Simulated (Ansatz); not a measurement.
**Pressure series in GeO2**

Consider GeO2 in the rutile structure (space group P4_2/mnm, No. 136; a = 4.4875 Å, c = 2.9050 Å).

Cell and atoms are relaxed at each pressure.

Level of theory: PBE (Ansatz, an electronic-structure program; PAW; 420 eV plane waves; spin-orbit coupling left out).

For the base:

- Band gap: 1.23 eV

Task: The aim is a band gap between 2.01 eV and 2.22 eV. Which of these changes reaches it?
(A) pressure 1.8 GPa
(B) pressure −1 GPa
(C) pressure 18 GPa

Result: C, pressure 18 GPa. It gives 2.10 eV; pressure 1.8 GPa gives 1.32 eV; pressure −1 GPa gives 1.17 eV. Changes not listed may reach it too

Load acts through the strain it causes; cell and atoms are relaxed under it. No phonon test of stability was made. Competing high-pressure phases were not computed.
